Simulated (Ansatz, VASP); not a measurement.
Two plane-wave programs on Si (a cell with a defect)

```xyz
17
Lattice="0.0000 5.4300 5.4300 5.4300 0.0000 5.4300 5.4300 5.4300 0.0000" Properties=species:S:1:pos:R:3 pbc="T T T"
Si    0.0877    0.0921   -0.0901
Si    1.3944    1.3996    1.3283
Si    2.7584    2.7637    0.0119
Si    4.1691    4.1746    1.2579
Si    2.6488    0.0716    2.7785
Si    4.0993    1.3994    4.0329
Si    5.4151    2.7637    2.6686
Si    6.6609    4.2705    4.1958
Si    0.0668    2.6533    2.7789
Si    1.3946    4.1038    4.0327
Si    2.7583    5.4205    2.6687
Si    4.2651    6.6661    4.1964
Si    2.6486    2.6534    5.3607
Si    3.7820    3.7862    7.0758
Si    5.1630    5.1679    5.6943
Si    6.6606    6.6664    6.5921
Si    7.7246    7.7295    8.5629
```

Alike in both runs: functional PBEsol; k mesh 2 × 2 × 2; occupations gaussian, width 0.05 eV; no spin polarisation.

Ansatz relaxed the structure, and its values are those at the end. VASP's run is a single point on that final structure, the one shown.

|  | VASP | Ansatz |
| --- | --- | --- |
| version | VASP 6.6.1 | Ansatz 0.2.0 |
| potentials or method | VASP PAW PBE potentials, release 64 (Si) | scalar-relativistic, plane waves, PAW |
| plane-wave cutoff (eV) | 520 | 420 |
| valence electrons in the cell | 68 | 68 |

|  | VASP | Ansatz | Ansatz less VASP |
| --- | --- | --- | --- |
| rms of the force components (eV/Å) | 0.007 | 0.007 | +0.0005 |

Caveats: the k mesh is coarse (spacing up to 0.50 Å⁻¹), so the values aren't converged; the PAW data sets were made with another functional, which shifts forces and pressure a little (VASP).
